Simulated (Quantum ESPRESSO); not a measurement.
Crystal: P.

```
P
1.0
     1.72573    0.99635    3.12968
    -1.72573    0.99635    3.12968
     0.00000   -1.99270    3.12968
P
2
Direct
  0.77292 0.77292 0.77292
  0.22708 0.22708 0.22708
```

This isn't the form of P at room conditions, which is orthorhombic.

| Item | Value |
| --- | --- |
| Program | Quantum ESPRESSO 7.5 |
| Task | single point |
| Functional | PBE |
| Potentials or basis | SSSP 1.3 efficiency PBE |
| Cutoff | 748 eV |
| Density cutoff | 5987 eV |
| k mesh | 9 × 9 × 9 |
| Occupations | fermi-dirac, width 0.05 eV |
| Spin | no spin polarisation |

On this cell: pressure 1.9 GPa; largest force 0.247 eV/Å; band gap on the k mesh none (metal or under the smearing width).

The same run follows on a disturbed copy (atoms moved at random, drawn with an rms of 0.05 Å):

```
P
1.0
     1.72573    0.99635    3.12968
    -1.72573    0.99635    3.12968
     0.00000   -1.99270    3.12968
P
2
Direct
  0.76363 0.77121 0.76339
  0.22196 0.22899 0.22684
```

Question: What does the disturbed cell give?

Answer: The energy (extrapolated to zero smearing) moves by -0.5 meV/atom; pressure 0.1 GPa; largest force 0.211 eV/Å; band gap on the k mesh none (metal or under the smearing width).

Forces on the atoms (eV/Å):
```
P    0.004 -0.043  0.206
P   -0.004  0.043 -0.206
```

Stress tensor (GPa, compression positive):
```
 0.93 -0.01 -0.01
-0.01  0.84  0.17
-0.01  0.17 -1.44
```
